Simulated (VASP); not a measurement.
# Cu: kinetic-energy density

Cu, Fm-3m (no. 225), 1 atom in the cell. PBE; PAW potentials Cu (PBE set).

## Input

INCAR:
```
PREC = Accurate
ENCUT = 520
EDIFF = 1E-7
ISMEAR = 1
SIGMA = 0.1
LREAL = F
LASPH = T
ALGO = Normal
NELM = 100
ISIF = 2
LWAVE = F
LCHARG = T
LTAU = T
```

KPOINTS:
```
k-points
0
Gamma
  11 11 11
```

POSCAR:
```
Cu
1.0
    0.0000000000      1.8075000000      1.8075000000
    1.8075000000      0.0000000000      1.8075000000
    1.8075000000      1.8075000000      0.0000000000
Cu
1
Direct
    0.0000000000      0.0000000000      0.0000000000
```

Commands:
```
cat potpaw_PBE.64/Cu/POTCAR > POTCAR
mpirun -np 1 vasp_std > vasp.out
```

## Result

- Kinetic energy of the pseudo orbitals (eV): 134.74

VASP 6.6.1 took 7.2 s on 1 core (AMD EPYC 7R43 (Zen 3)), a shared host.
